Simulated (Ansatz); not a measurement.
The calculation used DFT PBE, scalar-relativistic, plane waves, PAW (Ansatz). Settings: cutoff 420 eV, Γ-centred meshes spaced at most about 0.3 Å⁻¹, and about 0.25 Å⁻¹ or finer for metals (2π included), Gaussian smearing. No spin polarisation.

These are static total energies at zero pressure.

Two relaxed structures of CdHg₂Te₃:

A.

```
Cd Hg Te
1.0
     4.69122    0.00000    0.00000
    -2.34561    4.06271    0.00000
     0.00000    0.00000   23.07999
Cd Hg Te
2 4 6
Direct
  0.33333 0.66667 0.99983
  0.66667 0.33333 0.49983
  0.33333 0.66667 0.33358
  0.33333 0.66667 0.66656
  0.66667 0.33333 0.16656
  0.66667 0.33333 0.83358
  0.33333 0.66667 0.12462
  0.33333 0.66667 0.45881
  0.33333 0.66667 0.79160
  0.66667 0.33333 0.29160
  0.66667 0.33333 0.62462
  0.66667 0.33333 0.95881
```

B.

```
Cd Hg Te
1.0
    -2.16450    2.16450    9.26382
     2.16450   -2.16450    9.26382
     2.16450    2.16450   -9.26382
Cd Hg Te
1 2 3
Cartesian
  0.0000 0.0000 9.2638
  0.0000 0.0000 15.4517
  0.0000 0.0000 3.0759
  0.0000 0.0000 12.3061
  0.0000 0.0000 0.0000
  0.0000 0.0000 6.2215
```

**Question.** Which would you expect to be lower, and how large is the difference?

**Answer.** A is lower, by 154 meV/atom. A has Cd and Hg ordered on wurtzite sites, space group P6_3mc (No. 186), 36.7 Å³/atom and no gap on its mesh; B has Cd and Hg ordered on rock salt sites, space group I4/mmm (No. 139), 28.9 Å³/atom and no gap. Counting Te atoms around Cd and Hg (those within 1.25 times the shortest such distance or 1.15 times the sum of covalent radii), A has Cd 4, Hg 4 and B has Cd 6, Hg 6. The lower one is the more open, so pressure narrows the difference. Both come from invented guesses.

These runs have no spin–orbit coupling, which can matter for Hg and Te. Cells relaxed within their symmetry can be saddle points.
